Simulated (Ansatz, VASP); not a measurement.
## Two plane-wave programs on Al2Pt

```
Al Pt
1.0
     0.00000    2.82527    2.82527
     2.82527    0.00000    2.82527
     2.82527    2.82527    0.00000
Al Pt
2 1
Direct
  0.25000 0.25000 0.25000
  0.75000 0.75000 0.75000
  0.00000 0.00000 0.00000
```

Alike in both runs: task single point; functional PBEsol; k mesh 12 × 12 × 12; occupations gaussian, width 0.1 eV; no spin polarisation.

|  | VASP | Ansatz |
| --- | --- | --- |
| version | VASP 6.6.1 | Ansatz 0.2.0 |
| potentials or method | VASP PAW PBE potentials, release 64 (Al, Pt) | scalar-relativistic, plane waves, PAW |
| plane-wave cutoff (eV) | 520 | 420 |
| valence electrons in the cell | 16 | 24 |

|  | VASP | Ansatz | Ansatz less VASP |
| --- | --- | --- | --- |
| gap on the k mesh at the Fermi level (eV) | none | none | - |
| pressure (GPa) | 23.5 | 23.5 | -0.06 |

A gap of «none» marks a metal or a gap that the smearing closes. The functional is the same, so the differences come from potentials, cutoffs and numerics. The two sets of potentials don't hold the same shells in valence.

Caveats: so large a pressure means that the cell lies far from this level's equilibrium, or that cutoff or potentials fall short (VASP); the potentials were made for another functional, which shifts forces and pressure (VASP). The runs have no spin-orbit coupling, so splittings on Pt are missing.
